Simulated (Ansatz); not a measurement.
Maleic anhydride, relaxed with RKS PBE0-D4/def2-TZVP in the Gaussian-basis code of Ansatz from a PBE-D4/def2-SVP geometry. The force threshold is 0.005 eV/Å; the program also tests the step.

Charge 0, multiplicity 1.

Start:

```xyz
9

O    -0.072   -2.310   -0.945
C    -0.060   -1.228   -0.421
C     0.289    0.109   -0.993
C     0.152    1.028   -0.018
C    -0.290    0.324    1.224
O    -0.527    0.767    2.317
O    -0.402   -1.037    0.921
H     0.594    0.234   -2.039
H     0.316    2.113   -0.047
```

(1) How much energy does the relaxation release, and in how many steps? (An estimate is asked.)

(2) Which bonds change most? (An estimate is asked.)

(3) Give the relaxed structure. (Best estimate.)

## Answers

(1) Computed: 7.01 kJ/mol, in 5 steps.

(2) The calculation gave: C3–C4 from 1.347 to 1.327 Å; C5–O7 from 1.398 to 1.379 Å; C2–O7 from 1.398 to 1.379 Å; C4–H9 from 1.097 to 1.080 Å.

(3) The calculation gave: 
```xyz
9

O    -0.071   -2.281   -0.930
C    -0.061   -1.213   -0.413
C     0.286    0.112   -0.982
C     0.152    1.017   -0.022
C    -0.287    0.317    1.209
O    -0.521    0.754    2.287
O    -0.397   -1.025    0.911
H     0.587    0.233   -2.012
H     0.313    2.085   -0.049
```
